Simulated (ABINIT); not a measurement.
Crystal: MgO.

```
CELL_PARAMETERS angstrom
0.00000 2.09700 2.09700
2.09700 0.00000 2.09700
2.09700 2.09700 0.00000
ATOMIC_POSITIONS crystal
Mg 0.00000 0.00000 0.00000
O 0.50000 0.50000 0.50000
```

The cell is a database's computed one.

Base run:

| Property | Result |
| --- | --- |
| Program | ABINIT 10.8.3 (patched build) |
| Functional | revPBE |
| Potentials or basis | JTH PAW PBE v2.0 |
| Cutoff | 762 eV |
| k mesh | 11 × 11 × 11 |
| Occupations | fermi-dirac, width 0.05 eV |
| Spin | no spin polarisation |

Its results: band gap on the k mesh 4.95 eV, direct; pressure 10.1 GPa.

Problem. After a change of settings the same cell gave: band gap on the k mesh 4.76 eV, direct; pressure 2.2 GPa. Which change was it?
A. functional from revPBE to SCAN
B. functional from revPBE to LDA
C. functional from revPBE to PBEsol
D. functional from revPBE to PW91

Solution. C.

PBEsol binds more tightly than revPBE, so the same cell stands under less pressure.

Caveats: the PAW data sets were made with another functional, which shifts forces and pressure a little.
